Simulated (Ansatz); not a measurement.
# CuO: how settings move the results

An exercise on one series of results from a longer session: the logs are not shown, and one member is left open.

Method: DFT PBE, scalar-relativistic, plane waves, PAW for the base; runs at other levels say so in their headings and inputs, in Ansatz 0.2.0.

### The structure to begin with

The structure is orthorhombic, space group Cccm (No. 66). Conventional cell: a = 3.982 Å, b = 4.307 Å, c = 5.156 Å, α = 90.00°, β = 90.00°, γ = 90.00°. Cu (site symmetry 2/m) is surrounded by 4 O at 1.95 Å. O (site symmetry 222) has 4 Cu at 1.95 Å in its first shell of neighbours.

Coordinates:

```cif
data_structure
_symmetry_space_group_name_H-M 'P 1'
_symmetry_Int_Tables_number 1
_cell_length_a 2.9329
_cell_length_b 2.9329
_cell_length_c 5.1559
_cell_angle_alpha 90.000
_cell_angle_beta 90.000
_cell_angle_gamma 94.493
_cell_volume 44.21
loop_
_atom_site_label
_atom_site_type_symbol
_atom_site_fract_x
_atom_site_fract_y
_atom_site_fract_z
_atom_site_occupancy
Cu1 Cu 0.00000 0.50000 0.00000 1
Cu2 Cu 0.50000 0.00000 0.50000 1
O1 O 0.50000 0.50000 0.25000 1
O2 O 0.50000 0.50000 0.75000 1
```

The structure comes from the Materials Project (structure only); it is used as listed.

Set-up of the first run:

Contents of input.yaml:

```yaml
crystal:
  lattice:
    - [1.990968, -2.15355, 0.0]
    - [1.990968, 2.15355, 0.0]
    - [0.0, 0.0, 5.155928]
  atoms:
    - { symbol: Cu, position: [0.0, 0.5, 0.0], spin: 1.0 }
    - { symbol: Cu, position: [0.5, 0.0, 0.5], spin: 1.0 }
    - { symbol: O, position: [0.5, 0.5, 0.25] }
    - { symbol: O, position: [0.5, 0.5, 0.75] }
basis:
  ecutwfc: 420
kpoints:
  mp_grid: { grid: [6, 6, 4] }
hamiltonian:
  xc: pbe
scf:
  occupations: { method: gaussian, width: 0.1 }
output:
  forces: true
  stress: true
  eigenvalues: true
  populations: true
magnetization:
  spin_polarized: true
```

Command:

```sh
$ ansatz run input.yaml --threads 1 --pin off --max-ram 2560MiB --backend cpu --events-out ev --progress --plain --runs-dir out
```

Steps of the session up to this table: Probe: one point at the start; The base run; Functional set to LDA; Functional: PBEsol; Functional: r2SCAN.

One of the session's tables, all rows but one given; the rest of the session is left out.

```
functional  pressure (GPa)
       PBE               ?
       LDA           -12.2
    PBEsol            -6.1
    r2SCAN            -4.9
```

**Question.** Estimate the row for PBE.

**Answer.** pressure (GPa): 1.4. In the column «pressure (GPa)» it is the highest.

To keep in mind: Spin polarisation is off in the runs that give these values; a magnetic solution could lie lower. Warnings in the runs' records: seeded moment not kept.
